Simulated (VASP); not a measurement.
Re: single point with PBEsol

Crystal: Re.

```
Re
1.0
     0.00000    1.94430    1.94430
     1.94430    0.00000    1.94430
     1.94430    1.94430    0.00000
Re
1
Direct
  0.00000 0.00000 0.00000
```

This isn't the form of Re at room conditions, which is hcp.

| Property | Result |
| --- | --- |
| Program | VASP 6.6.1 |
| Task | single point |
| Functional | PBEsol |
| Potentials or basis | VASP PAW PBE potentials, release 64 (Re) |
| Cutoff | 520 eV |
| k mesh | 8 × 8 × 8 |
| Occupations | gaussian, width 0.1 eV |
| Spin | no spin polarisation |
| Dipole correction | no |
| Further INCAR settings | ALGO = Normal; EDIFF = 1e-06; NBANDS = 10 |

```yaml
Pressure: -3.1 GPa
Band_gap_on_the_k_mesh: none (metal or under the smearing width)
```

Levels at points of the mesh, in eV from the Fermi level:
| k point | band 2 | band 3 | band 4 | band 5 | band 6 | band 7 |
| --- | --- | --- | --- | --- | --- | --- |
| (0.00, 0.00, 0.00) | -2.11 | -2.11 | -2.11 | 1.10 | 1.10 | 13.74 |
| (0.50, 0.00, 0.00) | -2.32 | -2.32 | 0.03 | 3.67 | 3.67 | 9.79 |
| (0.50, 0.50, 0.00) | -6.17 | 2.61 | 3.62 | 4.42 | 4.42 | 12.10 |

Wall time 2.3 s on 1 thread of Intel(R) Xeon(R) 6975P-C (Granite Rapids), on a shared host, peak memory 0.12 GiB.

Caveat: the PAW data sets were made with another functional, which shifts forces and pressure a little. Spin-orbit coupling is left out, which matters for the levels of Re.
